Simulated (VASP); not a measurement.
A run of VASP 6.6.1 is set up as follows.

INCAR

```
  ALGO = Normal
  EDIFF = 1E-7
  EDIFFG = -0.005
  ENCUT = 600
  GGA = PS
  IBRION = 2
  ISIF = 3
  ISMEAR = 0
  LASPH = T
  LCHARG = F
  LREAL = F
  LWAVE = F
  NELM = 100
  NSW = 100
  PREC = Accurate
  SIGMA = 0.1
```

Contents of KPOINTS:

```
k-points
0
Gamma
  14 14 14
```

File POSCAR:

```
AlPt
1.0
    3.0915460000      0.0000000000      0.0000000000
    0.0000000000      3.0915460000      0.0000000000
    0.0000000000      0.0000000000      3.0915460000
Al Pt
1 1
Direct
    0.0000000000      0.0000000000      0.0000000000
    0.5000000000      0.5000000000      0.5000000000
```

Potentials or basis: VASP PAW PBE potentials, release 64 (Al, Pt).

The run is started by

```bash
$ cat potpaw_PBE.64/Al/POTCAR potpaw_PBE.64/Pt/POTCAR > POTCAR
$ mpirun -np 1 vasp_std > vasp.out
```

(1) What does it give for the relaxed cell?

(2) What does it give for the relaxed volume?

Results:

(1) a = 3.060 Å, b = 3.060 Å, c = 3.060 Å, α = 90.00°, β = 90.00°, γ = 90.00°.

(2) 14.32 Å³/atom.

Caveat: the PAW data sets were made with another functional, which shifts forces and pressure a little.
